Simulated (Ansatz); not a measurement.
# Ge: molecular dynamics, part 2 of 2

Purpose: to heat the crystal hard, then run on and watch the hot state. Runs: 90 steps of 2.25 fs under a Langevin thermostat at 4200 K; 80 steps of 9 fs under a Langevin thermostat and barostat at 2940 K and 20 GPa. The start is the crystal (diamond), its volume scaled by 1.15.

Ansatz 0.2.0; DFT PBE+D3(BJ), plane waves, PAW, scalar-relativistic, no spin polarisation. The steps go on from the part before.

### 7 What the atoms did

One step in 4; energies are changes from step 0; msd is the mean square displacement from the start, the centre of mass held:

```csv
time (fs),T (K),potential energy change (meV/atom),conserved energy change (meV/atom),volume (Å³/atom),pressure (GPa),msd Ge (Å²)
0.0,2756,0.0,0.00,26.06,-1.3,0.000
36.0,2734,80.9,0.87,25.98,1.5,0.118
72.0,2729,62.8,0.30,25.71,1.8,0.350
108.0,3045,59.1,0.52,25.33,3.0,0.653
144.0,3174,8.4,-3.72,24.93,1.8,0.990
180.0,2788,5.9,1.40,24.47,2.9,1.340
216.0,3848,-35.7,0.58,24.00,1.5,1.806
252.0,4084,-76.5,-0.06,23.45,1.6,2.489
288.0,2584,-8.4,0.40,22.78,4.3,3.210
324.0,2718,40.4,-1.01,22.04,7.0,3.676
360.0,2811,90.5,-0.45,21.29,10.0,3.980
396.0,3431,33.9,-0.79,20.61,10.9,4.469
432.0,3775,7.7,-4.02,20.07,10.9,4.908
468.0,3259,4.8,-0.47,19.68,10.2,4.956
504.0,3796,-57.1,-1.67,19.30,9.5,4.826
540.0,3013,13.0,1.57,19.00,11.9,4.793
576.0,2426,-15.3,0.24,18.64,12.5,4.890
612.0,2053,110.7,0.69,18.29,17.7,5.097
648.0,2784,74.8,-2.35,17.94,17.5,5.362
684.0,2024,161.6,0.50,17.67,20.5,5.552
720.0,3326,102.3,-3.06,17.47,20.7,5.413
```

time (fs), T (K) and a bar:
```
      0.0       2756 ##########
     27.0       3400 ####################
     63.0       2846 ############
     90.0       3215 #################
    126.0       2781 ###########
    153.0       3191 #################
    189.0       2890 ############
    216.0       3848 ###########################
    252.0       4084 ##############################
    279.0       2714 ##########
    315.0       2492 #######
    342.0       2818 ###########
    378.0       3575 #######################
    405.0       2801 ###########
    441.0       3610 #######################
    468.0       3259 ##################
    504.0       3796 ##########################
    531.0       2754 ##########
    567.0       2682 #########
    594.0       2522 #######
    630.0       2395 #####
    657.0       2880 ############
    693.0       2042 
    720.0       3326 ###################
```

Pair distribution over the second half of the run:

| r (Å) | g Ge–Ge |
| --- | --- |
| 0.68 | 0.00 |
| 0.84 | 0.00 |
| 1.00 | 0.00 |
| 1.16 | 0.00 |
| 1.32 | 0.00 |
| 1.48 | 0.00 |
| 1.64 | 0.00 |
| 1.80 | 0.00 |
| 1.96 | 0.01 |
| 2.12 | 0.15 |
| 2.28 | 0.85 |
| 2.44 | 1.68 |
| 2.60 | 1.92 |
| 2.76 | 1.88 |
| 2.92 | 1.62 |
| 3.08 | 1.48 |

First peaks of g(r) (not always the tallest), and, where a minimum follows, the mean number of second-named atoms round a first-named one up to the next minimum:

```
 pair  peak (Å)  height  minimum (Å)  neighbours
Ge–Ge      2.52     1.9            -           -
```

### 8 Positions and forces

Extended XYZ, with forces in eV/Å:

```xyz
16
Lattice="0.000 5.866 5.866 5.866 0.000 5.866 5.866 5.866 0.000" Properties=species:S:1:pos:R:3:forces:R:3 pbc="T T T" time_fs=117.0 T=3102 dE=1.1208
Ge    0.774    0.111   -1.573   -1.667   -1.293   -0.400
Ge    0.787    0.343    2.046    0.066   -0.185    0.202
Ge    1.708    2.104   -0.920    1.384   -1.757    1.673
Ge    3.092    4.431    0.720    0.592   -0.149    0.331
Ge    2.703    0.341    4.480    0.483    0.975   -0.279
Ge    4.539    2.827    3.929   -0.028    0.291    0.022
Ge    5.883    3.107    1.455   -1.962    0.181    0.330
Ge    7.147    4.183    4.503   -1.728    2.966   -1.128
Ge   -1.308    3.250    3.410    0.100    0.052    0.052
Ge    1.419    3.158    4.356   -0.046   -0.455   -0.202
Ge    3.143    5.432    3.849    0.363   -1.378   -1.373
Ge    4.260    7.152    5.076   -0.717    1.788   -0.422
Ge    2.183    3.949    6.810    1.518    0.933   -0.168
Ge    4.547    6.180    8.322   -0.119   -0.239    0.233
Ge    6.030    6.125    6.125    0.889   -1.364    0.568
Ge    7.970    7.174    7.259    0.871   -0.366    0.561
16
Lattice="0.000 5.737 5.737 5.737 0.000 5.737 5.737 5.737 0.000" Properties=species:S:1:pos:R:3:forces:R:3 pbc="T T T" time_fs=243.0 T=3698 dE=-1.0420
Ge    1.019   -1.372   -2.446   -0.963   -0.118    0.160
Ge    1.625    0.292    2.360   -0.055   -0.166    0.431
Ge    0.777    0.596   -0.064    0.019   -0.169   -0.322
Ge    2.515    4.095    1.048   -0.643    0.413   -0.088
Ge    3.575    0.919    5.342   -0.179    0.251    0.601
Ge    5.045    2.700    3.603   -0.688   -0.364   -0.274
Ge    4.924    3.351    0.939    1.595    0.756    0.766
Ge    6.981    3.941    4.377    0.673    0.522   -0.115
Ge   -1.728    3.518    4.111   -0.271   -0.347   -0.711
Ge    0.731    2.163    4.739    0.384   -0.456    0.002
Ge    3.366    4.932    3.540    1.468    0.266    0.388
Ge    3.408    7.426    5.742   -1.087   -1.795   -0.213
Ge    3.083    4.008    6.041   -0.346   -0.227    0.138
Ge    4.165    5.751    8.727   -0.145    0.556   -0.423
Ge    5.507    5.379    6.517    0.269    0.404   -0.212
Ge    8.112    6.995    8.108   -0.030    0.475   -0.127
16
Lattice="0.000 5.543 5.543 5.543 0.000 5.543 5.543 5.543 0.000" Properties=species:S:1:pos:R:3:forces:R:3 pbc="T T T" time_fs=360.0 T=2811 dE=1.4474
Ge    0.690   -2.344   -2.732   -0.052   -0.056   -0.555
Ge    1.728    0.609    2.513    0.265   -0.450   -0.384
Ge    0.790   -0.789   -0.644   -0.049   -0.270    0.312
Ge    2.694    3.319    1.124   -2.983    1.420    1.557
Ge    4.057    1.652    6.257    0.910   -2.463    0.174
Ge    4.897    2.547    2.976   -0.805   -0.391    0.998
Ge    4.816    3.023    0.615    3.614   -0.306   -1.732
Ge    6.660    3.313    4.601   -1.373    1.965    2.066
Ge   -1.910    3.494    3.848   -0.337   -2.546    1.007
Ge    0.756    1.028    4.738    0.601    1.107    0.149
Ge    3.416    5.196    3.680    0.346   -0.145   -0.738
Ge    2.226    6.721    5.492    0.058   -0.633   -0.046
Ge    3.210    3.739    6.152   -3.078    0.858   -0.166
Ge    4.358    5.427    8.661    1.173    3.807   -1.257
Ge    5.030    5.109    6.062    1.003    0.106    1.209
Ge    7.477    7.635    8.350    0.706   -2.004   -2.596
16
Lattice="0.000 5.391 5.391 5.391 0.000 5.391 5.391 5.391 0.000" Properties=species:S:1:pos:R:3:forces:R:3 pbc="T T T" time_fs=477.0 T=2908 dE=-0.0550
Ge    0.123   -3.342   -2.485   -0.173   -0.058   -0.112
Ge    2.317    0.303    2.470   -2.118    1.103    0.699
Ge    1.347   -1.566   -1.141   -0.357    0.397   -0.801
Ge    2.434    3.363    1.362   -1.261    0.222   -0.031
Ge    4.310    0.531    6.439   -0.036    0.024   -0.667
Ge    4.412    3.199    2.910    0.910   -1.234    0.829
Ge    4.889    2.764    0.544    0.555   -0.503   -0.727
Ge    5.578    2.750    5.202   -0.588    0.567    0.066
Ge   -2.340    3.123    4.052    0.045    0.192   -0.565
Ge    1.150    0.385    5.053    0.244    0.080    0.008
Ge    3.471    5.349    3.475   -0.009    0.962   -0.819
Ge    1.967    6.370    5.214   -0.413    0.234    0.456
Ge    2.133    3.627    6.577   -0.043   -1.687    0.712
Ge    4.623    5.599    8.170   -1.238   -1.277    2.084
Ge    4.157    5.032    5.828    1.181   -0.561   -0.073
Ge    6.653    6.322    7.754    3.303    1.540   -1.058
16
Lattice="0.000 5.277 5.277 5.277 0.000 5.277 5.277 5.277 0.000" Properties=species:S:1:pos:R:3:forces:R:3 pbc="T T T" time_fs=603.0 T=2466 dE=1.1295
Ge   -0.061   -2.936   -1.818    0.590   -0.846    1.064
Ge    1.750    0.021    2.234   -2.462    3.271   -0.897
Ge    1.678   -1.243   -1.042    0.023   -0.087    0.593
Ge    1.001    2.918    1.536    1.437    1.299   -1.624
Ge    3.919   -0.954    5.702   -0.640    1.621   -0.043
Ge    3.883    3.000    3.171    0.163   -0.352    0.308
Ge    5.151    2.268    0.725    0.814    0.985    0.217
Ge    4.103    1.832    5.947    0.420   -0.966   -1.089
Ge   -2.374    2.729    3.875   -1.143    1.729    1.386
Ge    1.400   -0.221    4.556   -0.356   -0.129    1.921
Ge    3.531    5.752    3.222    1.051   -1.843   -0.947
Ge    1.439    6.461    4.968   -0.829   -0.719    0.592
Ge    2.448    3.275    6.890   -0.530   -1.726   -2.072
Ge    4.099    5.192    8.020    1.783   -0.038    2.134
Ge    4.242    5.388    5.678   -0.417   -1.439   -1.708
Ge    6.663    6.058    7.208    0.096   -0.760    0.166
16
Lattice="0.000 5.190 5.190 5.190 0.000 5.190 5.190 5.190 0.000" Properties=species:S:1:pos:R:3:forces:R:3 pbc="T T T" time_fs=720.0 T=3326 dE=1.6362
Ge   -0.028   -2.756   -1.819    0.322   -0.407    0.745
Ge    0.595    0.240    2.046    1.970   -0.447   -0.326
Ge    1.916   -1.389   -0.927   -0.582   -0.462   -0.168
Ge    1.103    2.796    1.145    0.153   -0.985    0.174
Ge    3.502   -1.279    5.994   -0.442   -0.228   -1.372
Ge    3.644    2.110    3.006   -1.884   -0.385    0.960
Ge    5.348    2.622    1.495    2.425   -0.393   -0.901
Ge    3.644    1.575    5.705   -0.779   -0.886    0.207
Ge   -2.670    2.685    3.729   -1.124   -2.155    0.655
Ge    1.351   -0.478    4.814   -0.392    1.191   -2.287
Ge    3.601    5.115    2.870   -1.621    0.884    0.403
Ge    0.327    5.942    4.507    3.071    0.872    0.833
Ge    2.810    3.536    6.612   -1.414    0.841    0.212
Ge    3.984    4.646    8.553   -0.647    0.491   -0.919
Ge    3.978    5.194    5.306    0.681    1.429    0.466
Ge    6.229    5.439    7.070    0.262    0.642    1.318
```

Reading of run 2. Against a set 2940 K the second half averages 2916 K with a spread of 515 K (in equilibrium 16 atoms would scatter by about 600 K, over a far longer run). The conserved energy strays from its start by at most 4.45 meV/atom, 1.2 % of the mean kinetic energy, so a step of 9 fs is short enough over this time. By the end 11 of 16 atoms (11 Ge) stand more than 1.75 Å from where they began, which a hop or a large turn of a group can both give. The volume changes by -33.0 % from first to last step, and is still moving at the end, so it is no equilibrium value. Counted from the crystal's sites, with the common drift removed, the atoms stand 2.49 Å away over the last tenth of the run (root mean square), 97 % of the neighbour distance: well past the 10 to 20 % at which crystals usually melt, so the lattice order is being lost.

### 9 Summary of results

This closing draws on all 2 parts.

```
                                     quantity                                     value
                                run 1: length                       90 steps of 2.25 fs
      run 1: temperature, first and last step                           3938 and 3199 K
              run 1: temperature, second half          mean 2957 K, from 2081 to 3996 K
         run 1: potential energy, second half  +315 meV/atom from this run's first step
 run 1: mean square displacement, second half                               Ge 0.770 Å²
                                run 2: length                          80 steps of 9 fs
      run 2: temperature, first and last step                           2756 and 3326 K
              run 2: temperature, second half          mean 2916 K, from 1898 to 3796 K
         run 2: potential energy, second half   +45 meV/atom from this run's first step
run 2: largest change of the conserved energy                             4.45 meV/atom
           run 2: volume, first and last step                   26.06 and 17.47 Å³/atom
 run 2: mean square displacement, second half                                 Ge 5.0 Å²
```

In words: Mean temperatures of the second halves: 2957 K, 2916 K. In the last run: counted from the crystal's sites, with the common drift removed, the atoms stand 2.49 Å away over the last tenth of the run (root mean square), 97 % of the neighbour distance: well past the 10 to 20 % at which crystals usually melt, so the lattice order is being lost. A run of 720 fs with 16 atoms shows the motion but fixes no equilibrium value.
